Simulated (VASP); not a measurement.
Crystal: SrCl2.

```
CELL_PARAMETERS angstrom
0.00000 3.48835 3.48835
3.48835 0.00000 3.48835
3.48835 3.48835 0.00000
ATOMIC_POSITIONS crystal
Sr 0.00000 0.00000 0.00000
Cl 0.75000 0.75000 0.75000
Cl 0.25000 0.25000 0.25000
```

Base run:

| Item | Value |
| --- | --- |
| Program | VASP 6.6.1 |
| Functional | PBE |
| Potentials or basis | VASP PAW PBE potentials, release 64 (Sr_sv, Cl) |
| Cutoff | 520 eV |
| k mesh | 6 × 6 × 6 |
| Occupations | gaussian, width 0.02 eV |
| Spin | spin-orbit coupling, no magnetisation |

Its results: pressure 1.1 GPa.

Q: The run is repeated on the same cell with these changes: functional from PBE to r2SCAN. What comes out?

A: Pressure 0.4 GPa.

Caveats: the PAW data sets were made with another functional, which shifts forces and pressure a little (some runs).

Not every run made on this cell is shown here.
